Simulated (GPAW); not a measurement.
Here is a GPAW 26.7.0 calculation.

run.py

```python
from ase import Atoms
from ase.dft.bandgap import bandgap
from ase.io import write
from ase.units import Bohr, GPa
from gpaw import GPAW, PW
from gpaw.elf import elf_from_dft_calculation

atoms = Atoms(['Ir'],
              cell=[[0.0, 1.9156, 1.9156],
                    [1.9156, 0.0, 1.9156],
                    [1.9156, 1.9156, 0.0]],
              scaled_positions=[[0.0, 0.0, 0.0]],
              pbc=True)

calc = GPAW(mode=PW(600),
            xc='PBE',
            kpts={'size': (12, 12, 12), 'gamma': True},
            occupations={'name': 'fermi-dirac', 'width': 0.05},
            nbands=16,
            convergence={'density': 1e-05, 'energy': 1e-05},
            maxiter=150,
            txt='gpaw.txt')
atoms.calc = calc
energy = atoms.get_potential_energy()
forces = atoms.get_forces()
stress = atoms.get_stress()
calc.write('gs.gpw')
write('result.traj', atoms)
print(f'Energy: {energy:.6f} eV')
print('Forces (eV/A):')
print(forces.round(4))
print('Stress (GPa):', (stress / GPa).round(3))
print('Fermi level:', round(calc.get_fermi_level(), 4), 'eV')
print(f'Gap: {bandgap(calc)[0]:.4f} eV, direct: {bandgap(calc, direct=True)[0]:.4f} eV')

# fields on the real-space grid
write('density.cube', atoms, data=calc.get_pseudo_density() * Bohr**3)
write('potential.cube', atoms, data=calc.get_electrostatic_potential())
write('elf.cube', atoms, data=elf_from_dft_calculation(calc).data)
```

Potentials or basis: GPAW PAW data sets (gpaw-data 1.2.1), pw.

Launch:

```sh
$ OMP_NUM_THREADS=1 python run.py
```

(1) What does it give for the band gap on the k mesh?

(2) What does it give for the pressure?

## Answers

(1) none (metal or under the smearing width).

(2) 9.9 GPa.
